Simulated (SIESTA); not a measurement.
ZnS (Wurtzite-6H):

```
Zn S
1.0
     3.81200    0.00000    0.00000
    -1.90600    3.30129    0.00000
     0.00000    0.00000   18.68999
Zn S
6 6
Direct
  0.33333 0.66667 0.83333
  0.66667 0.33333 0.33333
  0.66667 0.33333 0.66667
  0.33333 0.66667 0.16667
  0.00000 0.00000 0.50000
  0.00000 0.00000 0.00000
  0.33333 0.66667 0.95833
  0.66667 0.33333 0.45833
  0.66667 0.33333 0.79167
  0.33333 0.66667 0.29167
  0.00000 0.00000 0.62500
  0.00000 0.00000 0.12500
```

Base run:

```yaml
Program: SIESTA 5.4.2
Functional: PBE
Potentials_or_basis: PseudoDojo 0.4 standard (PBE files)
Basis: DZP (energy shift 0.003 Ry; two zetas on semicore shells)
Grid_cutoff: 800 Ry
Energy_shift: 0.003 Ry
k_mesh: 8 × 8 × 2
Occupations: fermi-dirac, width 0.05 eV
Spin: no spin polarisation
```

Its results: band gap on the k mesh 2.56 eV, direct; pressure 2.9 GPa; largest force 0.026 eV/Å.

Q: After a change of settings the same cell gave: band gap on the k mesh 2.41 eV, direct; pressure 0.4 GPa; largest force 0.036 eV/Å. Which change was it?
A. basis from DZP (energy shift 0.003 Ry; two zetas on semicore shells) to TZDP (energy shift 0.002 Ry); energy shift from 0.003 Ry to 0.002 Ry
B. basis from DZP (energy shift 0.003 Ry; two zetas on semicore shells) to TZP (energy shift 0.002 Ry); energy shift from 0.003 Ry to 0.002 Ry
C. basis from DZP (energy shift 0.003 Ry; two zetas on semicore shells) to DZP (energy shift 0.002 Ry); energy shift from 0.003 Ry to 0.002 Ry
D. basis from DZP (energy shift 0.003 Ry; two zetas on semicore shells) to TZP (energy shift 0.01 Ry); energy shift from 0.003 Ry to 0.01 Ry

A: D.

Caveats: the valence orbitals were made in a potential fitted to the semicore shell under them, which widens gaps by tenths of an eV or more; the cell's inner coordinates are idealised or old, which leaves forces on the atoms; the basis of atomic orbitals isn't converged, which shifts pressures, moduli and gaps; short orbitals over semicore shells can move pressures by several GPa (some runs); semicore shells carry a single zeta, which can move pressures by several GPa and volumes by a few percent (some runs).

Not every run made on this cell is shown here.
